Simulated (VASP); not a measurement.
Set up this calculation in VASP 6.6.1, as the native input.

```yaml
Task: optical spectrum
Functional: PBE
Potentials_or_basis: VASP PAW PBE potentials, release 64 (W_sv, C)
Cutoff: 520 eV
k_mesh: 11 × 11 × 9
Occupations: gaussian, width 0.02 eV
Spin: no spin polarisation
Further_INCAR_settings: ALGO = Normal; EDIFF = 1e-06; NBANDS = 33
```

The structure of WC lies in POSCAR:

```
WC
1.0
    2.9005014400      0.0000000000      0.0000000000
   -1.4502507200      2.5119079300      0.0000000000
    0.0000000000      0.0000000000      2.8290000000
W C
1 1
Direct
    0.0139390700      0.0093997200      0.9766879900
    0.6527275900      0.3239336100      0.5233120100
```

The cell isn't the ideal one: atom 2 moved 0.15 Å.

These files were run (other wordings do the same):

INCAR

```
  PREC = Accurate
  ENCUT = 520
  EDIFF = 1E-6
  ISMEAR = 0
  SIGMA = 0.02
  LREAL = F
  LASPH = T
  NELM = 80
  ALGO = Normal
  ISIF = 2
  LWAVE = F
  LCHARG = F
  GGA = PE
  LOPTICS = T
  NBANDS = 33
  NEDOS = 1000
  CSHIFT = 0.05
```

KPOINTS

```
Automatic mesh
0
Gamma
  11 11 9
```

Potentials or basis: VASP PAW PBE potentials, release 64 (W_sv, C).

Command:

```bash
$ cat potpaw_PBE.64/W_sv/POTCAR potpaw_PBE.64/C/POTCAR > POTCAR
$ mpirun -np 1 vasp_std > vasp.out
```

It gave:

```yaml
Pressure: 14.4 GPa
Largest_force: 2.407 eV/Å
Band_gap_on_the_k_mesh: none (metal or under the smearing width)
```

Caveat: spectra need much finer meshes, so this one isn't converged; independent-particle spectra lack excitons; the intraband (Drude) part of a metal's response may be missing; forces of over 1 eV/Å show positions far from the minimum, so gaps and moduli don't describe the material at rest.

Wall time 2.3 min on 1 thread of Intel(R) Xeon(R) 6975P-C (Granite Rapids), on a shared host, peak memory 0.65 GiB.
